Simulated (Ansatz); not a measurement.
Input of an Ansatz 0.2.0 run:

input.yaml

```yaml
crystal:
  lattice:
    - [-2.97316, 3.287369, 3.287402]
    - [2.97316, -3.287369, 3.287402]
    - [2.97316, 3.287369, -3.287402]
  atoms:
    - { symbol: Ti, position: [0.0, 0.5, 0.0] }
    - { symbol: Ti, position: [0.0, 0.0, 0.5] }
    - { symbol: Ti, position: [0.495245, 0.245245, 0.25] }
    - { symbol: Ti, position: [0.504755, 0.754755, 0.75] }
    - { symbol: O, position: [0.695081, 0.69523, 0.500149] }
    - { symbol: O, position: [0.695081, 0.194932, 0.999851] }
    - { symbol: O, position: [0.804516, 0.749617, 0.054899] }
    - { symbol: O, position: [0.194718, 0.749617, 0.445101] }
    - { symbol: O, position: [0.805282, 0.250383, 0.554899] }
    - { symbol: O, position: [0.304919, 0.805068, 0.000149] }
    - { symbol: O, position: [0.195484, 0.250383, 0.945101] }
    - { symbol: O, position: [0.304919, 0.30477, 0.499851] }
hamiltonian:
  xc: pbe
  pseudopotentials: { kind: paw }
kpoints:
  mp_grid: { grid: [6, 6, 6] }
scf:
  occupations: { method: fermi_dirac, width: 0.05 }
output:
  forces: true
  stress: true
  eigenvalues: true
  write_density: true
  write_potential: true
  elf: true
  volumetric_format: npy
```

Potentials or basis: Ansatz PAW.

Run with:

```console
$ ansatz run input.yaml --threads 4 --pin off --max-ram 11264MiB --backend cpu --events-out ev --progress --plain --runs-dir out
```

Task: What does it give for the pressure?

Result: -1.4 GPa.

Task: Estimate the largest force.

Result: 0.060 eV/Å.

Stress tensor (GPa, compression positive):
```
-1.90  0.00  0.00
 0.00 -1.13  0.00
 0.00  0.00 -1.04
```

Caveat: the pressure holds a Pulay correction of +0.7 GPa for the finite cutoff.
